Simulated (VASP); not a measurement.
Set up this calculation in VASP 6.6.1, as the native input.

- Task: relaxation of cell and atoms
- Functional: PBEsol
- Dispersion: D4
- Potentials or basis: VASP PAW PBE potentials, release 64 (Te, Mo_sv)
- Cutoff: 600 eV
- k mesh: 9 × 9 × 2
- Occupations: fermi-dirac, width 0.05 eV
- Spin: no spin polarisation
- Further INCAR settings: ALGO = Normal; EDIFF = 1e-06; IBRION = 2; EDIFFG = -0.005; NSW = 60; ISIF = 3

The structure of Te2Mo lies in POSCAR:

```
Te2Mo
1.0
    3.5182000000      0.0000000000      0.0000000000
   -1.7591000000      3.0468505756      0.0000000000
    0.0000000000      0.0000000000     13.9736000000
Te Mo
4 2
Direct
    0.6666666667      0.3333333333      0.3790000000
    0.3333333333      0.6666666667      0.8790000000
    0.6666666667      0.3333333333      0.1210000000
    0.3333333333      0.6666666667      0.6210000000
    0.6666666667      0.3333333333      0.7500000000
    0.3333333333      0.6666666667      0.2500000000
```

The input as run:

INCAR

```
SYSTEM = Te2Mo
  PREC = Accurate
  ENCUT = 600
  EDIFF = 1E-6
  ISMEAR = -1
  SIGMA = 0.05
  LREAL = .False.
  LASPH = .True.
  NELM = 80
  ALGO = Normal
  ISIF = 3
  LWAVE = .False.
  LCHARG = .False.
  GGA = PS
  IVDW = 13
  IBRION = 2
  NSW = 60
  EDIFFG = -0.005
```

KPOINTS

```
regular mesh
0
Gamma
  9 9 2
  0 0 0
```

Potentials or basis: VASP PAW PBE potentials, release 64 (Te, Mo_sv).

Command:

```sh
$ cat potpaw_PBE.64/Te/POTCAR potpaw_PBE.64/Mo_sv/POTCAR > POTCAR
$ mpirun -np 1 vasp_std > vasp.out
```

Results of the run:

The relaxed volume is 23.41 Å³/atom. The relaxed cell is a = 3.460 Å, b = 3.460 Å, c = 13.541 Å, α = 90.00°, β = 90.00°, γ = 120.00°. The space group after relaxing (to 0.05 Å) is P6_3/mmc (No. 194) and the energy gained by relaxing is 14.0 meV/atom. The ionic steps are 21 and the pressure after relaxing is 0.0 GPa. The largest force after relaxing is 0.005 eV/Å. The band gap on the k mesh is 0.57 eV, indirect (least direct gap 0.93 eV) and the dispersion energy per atom is -0.343 eV.

Caveat: the PAW data sets were made with another functional, which shifts forces and pressure a little; spin-orbit coupling is left out, which moves the levels of the heavy elements; an odd mesh through Γ misses points on the zone boundary, where band edges often lie.

It took 24 min on 1 thread of Intel(R) Xeon(R) Platinum 8259CL CPU @ 2.50GHz (Skylake/Cascade Lake), on a shared host, peak memory 0.37 GiB.
